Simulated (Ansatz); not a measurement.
Consider a crystal of Hf₅C₃ in space group P4/mmm (No. 123), with Hf on 2g, 2g and 1c; C on 2h and 1d. A trial structure of Hf₅C₃ was built thus: species swapped into a database cell of Zn5Pd3, with Hf on the Zn sites and C on the Pd sites.

Method: DFT PBE, scalar-relativistic, plane waves, PAW (Ansatz 0.2.0). Cutoff 420 eV, Γ-centred mesh, Gaussian smearing, no spin polarisation.

The zero of energy is the elements' standard structures at the same level; no fitted shifts are applied.

Problem. Give the relaxed lattice parameters and positions.

Solution.

Space group P4/mmm (No. 123). a = 3.083 Å, b = 3.083 Å, c = 14.409 Å, α = 90.00°, β = 90.00°, γ = 90.00°
| atom | site | symmetry | x | y | z |
| --- | --- | --- | --- | --- | --- |
| Hf | 2g | 4mm | 0.0000 | 0.0000 | 0.8171 |
| Hf | 2g | 4mm | 0.0000 | 0.0000 | 0.4091 |
| Hf | 1c | 4/mmm | 0.5000 | 0.5000 | 0.0000 |
| C | 2h | 4mm | 0.5000 | 0.5000 | 0.1545 |
| C | 1d | 4/mmm | 0.5000 | 0.5000 | 0.5000 |

Hf on a site of symmetry 4mm is surrounded by 4 C at 2.22 Å and 9 Hf at 3.08–3.42 Å; around Hf on a second site of symmetry 4mm lie 4 C at 2.54 Å, 1 Hf at 2.62 Å, 4 Hf at 3.08 Å and 1 Hf at 3.26 Å; around Hf on a site of symmetry 4/mmm lie 2 C at 2.23 Å and 4 Hf at 3.08 Å; C on a site of symmetry 4mm has 5 Hf at 2.22–2.23 Å; 1 more site not described. Another local minimum with the same sites may exist.

Problem. And its energy and gap?

Solution. The formation energy is +0.16 eV/atom and the gap on the 10×10×2 mesh of the 8-atom cell is 0 eV (a metal). It can't be a ground state, since the elements alone are lower.

The last run used Gaussian smearing of 0.10 eV. These runs have no spin–orbit coupling, which can matter for Hf. The reference form of C is held partly by dispersion forces, which this level lacks. Symmetry constrained the relaxation, so the result can be a saddle point. Another cell of the same search, in Immm, lies 167 meV/atom lower, so this cell isn't the stable form at this level.
